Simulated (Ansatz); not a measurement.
A run of Ansatz 0.2.0:

Contents of input:

```
crystal:
  lattice:
    - [3.95487585, 0.0, 0.0]
    - [-1.97743793, 3.42502296, 0.0]
    - [0.0, 0.0, 3.85976289]
  atoms:
    - { symbol: Pt, position: [0.0, 0.0, 0.0] }
    - { symbol: Te, position: [0.6666666667, 0.3333333333, 0.5] }
hamiltonian:
  xc: hse06
  pseudopotentials: { kind: paw }
kpoints:
  mp_grid: { grid: [4, 4, 4] }
scf:
  occupations: { method: fermi_dirac, width: 0.05 }
output:
  forces: true
  stress: true
  eigenvalues: true
  write_density: true
  write_potential: true
  elf: true
  volumetric_format: npy
relax:
  f_tol: 0.01
  max_steps: 40
  cell: { stress_tol: 0.05 }
```

Hardware: 1 × NVIDIA H100 80GB HBM3 with 2 threads of AMD EPYC 7R13 Processor (Zen 3) (shared host).

How long does it take, and how much memory?

Wall time 37 s on 1 × NVIDIA H100 80GB HBM3 with 2 threads of AMD EPYC 7R13 Processor (Zen 3), on a shared host, peak memory 1.8 GiB. Counts: scf iterations 107, plane waves 863, k points 12, bands 21, ion steps 6.
